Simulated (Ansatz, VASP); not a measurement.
## One calculation of WC, 3 ways

The starting cell:

```
W C
1.0
     2.90650    0.00000    0.00000
    -1.45325    2.51710    0.00000
     0.00000    0.00000    2.83660
W C
1 1
Direct
  0.00000 0.00000 0.00000
  0.66667 0.33333 0.50000
```

Alike in all runs: task relaxation of cell and atoms; functional RPBE; dispersion D3(BJ); k mesh 10 × 10 × 9; occupations fermi-dirac, width 0.05 eV; no spin polarisation; no spin-orbit coupling.

| program and potentials | plane-wave cutoff (eV) | notes | equilibrium volume (Å³/atom) |
| --- | --- | --- | --- |
| Ansatz, Ansatz PAW | 420 | potentials made for PBE, which Ansatz adapts in part | 9.58 |
| Ansatz, all-electron LAPW, scalar-relativistic | - | - | 9.58 |
| VASP, PBE PAW files C, W_sv, 600 eV | 600 | potentials made for PBE | 9.61 |

The equilibrium volume spans 9.58 (Ansatz, all-electron LAPW, scalar-relativistic) to 9.61 Å³/atom (VASP, PBE PAW files C, W_sv, 600 eV), with all-electron results at 9.58. Some sets were made for another functional than the one run, which can shift their rows. Relaxations stop with a little pressure left, so the last digit of a volume isn't settled.

Differences between rows come from potentials, basis sets and numerical settings, since the functional is the same but for its coding. Runs on potential files found faulty are left out.
